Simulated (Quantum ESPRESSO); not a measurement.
A run of Quantum ESPRESSO 7.5:

File pw.in:

```
&CONTROL
  calculation = 'scf'
  prefix = 'pwscf'
  outdir = './tmp'
  pseudo_dir = './pseudo'
  tprnfor = .true.
  tstress = .true.
  disk_io = 'low'
/
&SYSTEM
  ibrav = 0
  celldm(1) = 8
  nat = 2
  ntyp = 1
  ecutwfc = 45
  ecutrho = 360
  nbnd = 22
  occupations = 'smearing'
  smearing = 'mp'
  degauss = 0.01999163
/
&ELECTRONS
  conv_thr = 4d-10
  electron_maxstep = 120
  mixing_beta = 0.5
/
ATOMIC_SPECIES
Re   186.2070 re_pbesol_v1.2.uspp.F.UPF
CELL_PARAMETERS alat
  0.6521444856084   0.0000000000000   0.0000000000000
 -0.3260722428042   0.5647736914823   0.0000000000000
  0.0000000000000   0.0000000000000   1.0530971261008
ATOMIC_POSITIONS crystal
Re     0.6666666667    0.3333333333    0.7500000000
Re     0.3333333333    0.6666666667    0.2500000000
K_POINTS automatic
8 8 4 0 0 0
```

File relax.in:

```
&CONTROL
  calculation = 'vc-relax'
  prefix = 'pwscf'
  outdir = './tmp'
  pseudo_dir = './pseudo'
  tprnfor = .true.
  tstress = .true.
  disk_io = 'low'
  nstep = 40
  forc_conv_thr = 0.0001
  etot_conv_thr = 1d-06
/
&SYSTEM
  ibrav = 0
  celldm(1) = 8
  nat = 2
  ntyp = 1
  ecutwfc = 45
  ecutrho = 360
  nbnd = 22
  occupations = 'smearing'
  smearing = 'mp'
  degauss = 0.01999163
/
&ELECTRONS
  conv_thr = 4d-10
  electron_maxstep = 120
  mixing_beta = 0.5
/
&IONS
  ion_dynamics = 'bfgs'
/
&CELL
  cell_dynamics = 'bfgs'
  press = 0
  press_conv_thr = 0.2
/
ATOMIC_SPECIES
Re   186.2070 re_pbesol_v1.2.uspp.F.UPF
CELL_PARAMETERS alat
  0.6521444856127   0.0000000000000   0.0000000000000
 -0.3260722428064   0.5647736914785   0.0000000000000
  0.0000000000000   0.0000000000000   1.0530971261008
ATOMIC_POSITIONS crystal
Re     0.6666666666    0.3333333332    0.7500000000
Re     0.3333333332    0.6666666666    0.2500000000
K_POINTS automatic
8 8 4 0 0 0
```

The input scf2.in:

```
&CONTROL
  calculation = 'scf'
  prefix = 'pwscf'
  outdir = './tmp'
  pseudo_dir = './pseudo'
  tprnfor = .true.
  tstress = .true.
  disk_io = 'low'
/
&SYSTEM
  ibrav = 0
  celldm(1) = 8
  nat = 2
  ntyp = 1
  ecutwfc = 45
  ecutrho = 360
  nbnd = 22
  occupations = 'smearing'
  smearing = 'mp'
  degauss = 0.01999163
/
&ELECTRONS
  conv_thr = 1d-13
  electron_maxstep = 120
  mixing_beta = 0.5
  startingpot = 'file'
  startingwfc = 'file'
/
ATOMIC_SPECIES
Re   186.2070 re_pbesol_v1.2.uspp.F.UPF
CELL_PARAMETERS alat
  0.6491174107868  -0.0000000000068   0.0000000000000
 -0.3245587053875   0.5621521677835   0.0000000000000
  0.0000000000000   0.0000000000000   1.0528578331288
ATOMIC_POSITIONS crystal
Re     0.6666666665    0.3333333331    0.7500000000
Re     0.3333333331    0.6666666665    0.2500000000
K_POINTS automatic
8 8 4 0 0 0
```

Contents of dense.in:

```
&CONTROL
  calculation = 'scf'
  prefix = 'pwscf'
  outdir = './tmp'
  pseudo_dir = './pseudo'
  tprnfor = .true.
  tstress = .true.
  disk_io = 'low'
/
&SYSTEM
  ibrav = 0
  celldm(1) = 8
  nat = 2
  ntyp = 1
  ecutwfc = 45
  ecutrho = 360
  nbnd = 22
  occupations = 'smearing'
  smearing = 'mp'
  degauss = 0.01999163
  la2F = .true.
/
&ELECTRONS
  conv_thr = 1d-12
  electron_maxstep = 120
  mixing_beta = 0.5
  startingpot = 'file'
/
ATOMIC_SPECIES
Re   186.2070 re_pbesol_v1.2.uspp.F.UPF
CELL_PARAMETERS alat
  0.6491174107868  -0.0000000000068   0.0000000000000
 -0.3245587053875   0.5621521677835   0.0000000000000
  0.0000000000000   0.0000000000000   1.0528578331288
ATOMIC_POSITIONS crystal
Re     0.6666666665    0.3333333331    0.7500000000
Re     0.3333333331    0.6666666665    0.2500000000
K_POINTS automatic
24 24 12 0 0 0
```

File scf3.in:

```
&CONTROL
  calculation = 'scf'
  prefix = 'pwscf'
  outdir = './tmp'
  pseudo_dir = './pseudo'
  tprnfor = .true.
  tstress = .true.
  disk_io = 'low'
/
&SYSTEM
  ibrav = 0
  celldm(1) = 8
  nat = 2
  ntyp = 1
  ecutwfc = 45
  ecutrho = 360
  nbnd = 22
  occupations = 'smearing'
  smearing = 'mp'
  degauss = 0.01999163
/
&ELECTRONS
  conv_thr = 1d-12
  electron_maxstep = 120
  mixing_beta = 0.5
  startingpot = 'file'
/
ATOMIC_SPECIES
Re   186.2070 re_pbesol_v1.2.uspp.F.UPF
CELL_PARAMETERS alat
  0.6491174107868  -0.0000000000068   0.0000000000000
 -0.3245587053875   0.5621521677835   0.0000000000000
  0.0000000000000   0.0000000000000   1.0528578331288
ATOMIC_POSITIONS crystal
Re     0.6666666665    0.3333333331    0.7500000000
Re     0.3333333331    0.6666666665    0.2500000000
K_POINTS automatic
8 8 4 0 0 0
```

File ph.in:

```
phonon_bands of Re
&INPUTPH
  prefix = 'pwscf'
  outdir = './tmp'
  tr2_ph = 1d-18
  fildyn = 'dyn'
  niter_ph = 90
  alpha_mix(1) = 0.4
  ldisp = .true.
  nq1 = 4
  nq2 = 4
  nq3 = 2
  electron_phonon = 'interpolated'
  el_ph_sigma = 0.005
  el_ph_nsigma = 10
  fildvscf = 'dvscf'
/
```

q2r.in

```
&INPUT
  fildyn = 'dyn'
  zasr = 'crystal'
  flfrc = 'fc'
  la2F = .true.
/
```

Contents of matdyn.in:

```
&INPUT
  asr = 'crystal'
  flfrc = 'fc'
  flfrq = 'freq'
  q_in_cryst_coord = .true.
  flvec = ' '
/
80
 0.0000000000  0.0000000000  0.0000000000
 0.0500000000  0.0000000000  0.0000000000
 0.1000000000  0.0000000000  0.0000000000
 0.1500000000  0.0000000000  0.0000000000
 0.2000000000  0.0000000000  0.0000000000
 0.2500000000  0.0000000000  0.0000000000
 0.3000000000  0.0000000000  0.0000000000
 0.3500000000  0.0000000000  0.0000000000
 0.4000000000  0.0000000000  0.0000000000
 0.4500000000  0.0000000000  0.0000000000
 0.5000000000  0.0000000000  0.0000000000
 0.4722222222  0.0555555556  0.0000000000
 0.4444444444  0.1111111111  0.0000000000
 0.4166666667  0.1666666667  0.0000000000
 0.3888888889  0.2222222222  0.0000000000
 0.3611111111  0.2777777778  0.0000000000
 0.3333333333  0.3333333333  0.0000000000
 0.3055555556  0.3055555556  0.0000000000
 0.2777777778  0.2777777778  0.0000000000
 0.2500000000  0.2500000000  0.0000000000
 0.2222222222  0.2222222222  0.0000000000
 0.1944444444  0.1944444444  0.0000000000
 0.1666666667  0.1666666667  0.0000000000
 0.1388888889  0.1388888889  0.0000000000
 0.1111111111  0.1111111111  0.0000000000
 0.0833333333  0.0833333333  0.0000000000
 0.0555555556  0.0555555556  0.0000000000
 0.0277777778  0.0277777778  0.0000000000
 0.0000000000  0.0000000000  0.0000000000
 0.0000000000  0.0000000000  0.1000000000
 0.0000000000  0.0000000000  0.2000000000
 0.0000000000  0.0000000000  0.3000000000
 0.0000000000  0.0000000000  0.4000000000
 0.0000000000  0.0000000000  0.5000000000
 0.0454545455  0.0000000000  0.5000000000
 0.0909090909  0.0000000000  0.5000000000
 0.1363636364  0.0000000000  0.5000000000
 0.1818181818  0.0000000000  0.5000000000
 0.2272727273  0.0000000000  0.5000000000
 0.2727272727  0.0000000000  0.5000000000
 0.3181818182  0.0000000000  0.5000000000
 0.3636363636  0.0000000000  0.5000000000
 0.4090909091  0.0000000000  0.5000000000
 0.4545454545  0.0000000000  0.5000000000
 0.5000000000  0.0000000000  0.5000000000
 0.4722222222  0.0555555556  0.5000000000
 0.4444444444  0.1111111111  0.5000000000
 0.4166666667  0.1666666667  0.5000000000
 0.3888888889  0.2222222222  0.5000000000
 0.3611111111  0.2777777778  0.5000000000
 0.3333333333  0.3333333333  0.5000000000
 0.3111111111  0.3111111111  0.5000000000
 0.2888888889  0.2888888889  0.5000000000
 0.2666666667  0.2666666667  0.5000000000
 0.2444444444  0.2444444444  0.5000000000
 0.2222222222  0.2222222222  0.5000000000
 0.2000000000  0.2000000000  0.5000000000
 0.1777777778  0.1777777778  0.5000000000
 0.1555555556  0.1555555556  0.5000000000
 0.1333333333  0.1333333333  0.5000000000
 0.1111111111  0.1111111111  0.5000000000
 0.0888888889  0.0888888889  0.5000000000
 0.0666666667  0.0666666667  0.5000000000
 0.0444444444  0.0444444444  0.5000000000
 0.0222222222  0.0222222222  0.5000000000
 0.0000000000  0.0000000000  0.5000000000
 0.5000000000  0.0000000000  0.5000000000
 0.5000000000  0.0000000000  0.4166666667
 0.5000000000  0.0000000000  0.3333333333
 0.5000000000  0.0000000000  0.2500000000
 0.5000000000  0.0000000000  0.1666666667
 0.5000000000  0.0000000000  0.0833333333
 0.5000000000  0.0000000000  0.0000000000
 0.3333333333  0.3333333333  0.0000000000
 0.3333333333  0.3333333333  0.0833333333
 0.3333333333  0.3333333333  0.1666666667
 0.3333333333  0.3333333333  0.2500000000
 0.3333333333  0.3333333333  0.3333333333
 0.3333333333  0.3333333333  0.4166666667
 0.3333333333  0.3333333333  0.5000000000
```

File matdyn_dos.in:

```
&INPUT
  asr = 'crystal'
  flfrc = 'fc'
  dos = .true.
  fldos = 'phdos'
  nk1 = 12
  nk2 = 12
  nk3 = 8
  deltaE = 0.5
  flvec = ' '
  flfrq = ' '
/
```

File matdyn_a2f.in:

```
&INPUT
  asr = 'crystal'
  flfrc = 'fc'
  la2F = .true.
  dos = .true.
  fldos = 'dos2'
  nk1 = 10
  nk2 = 10
  nk3 = 6
  ndos = 60
  el_ph_nsigma = 10
  flfrq = 'dosfreq2'
  flvec = ' '
/
```

Contents of matdyn_mesh.in:

```
&INPUT
  asr = 'crystal'
  flfrc = 'fc'
  flfrq = 'mesh'
  q_in_cryst_coord = .true.
  flvec = ' '
/
600
 0.05000000  0.05000000  0.08333333
 0.05000000  0.05000000  0.25000000
 0.05000000  0.05000000  0.41666667
[... 597 further points of the even 10 x 10 x 6 mesh, shifted by half a step ...]
```

Potentials or basis: GBRV 1.5 PBEsol.

Launch:

```console
$ OMP_NUM_THREADS=1 mpirun -n 4 pw.x -nk 4 -in pw.in > pw.out
$ OMP_NUM_THREADS=1 mpirun -n 4 pw.x -nk 4 -in relax.in > relax.out
$ OMP_NUM_THREADS=1 mpirun -n 4 pw.x -nk 4 -in scf2.in > scf2.out
$ OMP_NUM_THREADS=1 mpirun -n 4 pw.x -nk 4 -in dense.in > dense.out
$ OMP_NUM_THREADS=1 mpirun -n 4 pw.x -nk 4 -in scf3.in > scf3.out
$ OMP_NUM_THREADS=1 mpirun -n 4 ph.x -nk 4 -in ph.in > ph.out
$ OMP_NUM_THREADS=1 mpirun -n 1 q2r.x -in q2r.in > q2r.out
$ OMP_NUM_THREADS=1 mpirun -n 1 matdyn.x -in matdyn.in > matdyn.out
$ OMP_NUM_THREADS=1 mpirun -n 1 matdyn.x -in matdyn_dos.in > matdyn_dos.out
$ OMP_NUM_THREADS=1 mpirun -n 1 matdyn.x -in matdyn_a2f.in > matdyn_a2f.out
$ OMP_NUM_THREADS=1 mpirun -n 1 matdyn.x -in matdyn_mesh.in > matdyn_mesh.out
```

Hardware: 4 MPI ranks on Arm Neoverse V2 (shared host).

Task: Estimate the wall time of this run.

Result: Run time: 31 min on 4 MPI ranks on Arm Neoverse V2, on a shared host, peak memory 0.56 GiB a rank. Counts: scf iterations 61, k pools 4, bands 22, ion steps 5, k points 30, g dense 22959.
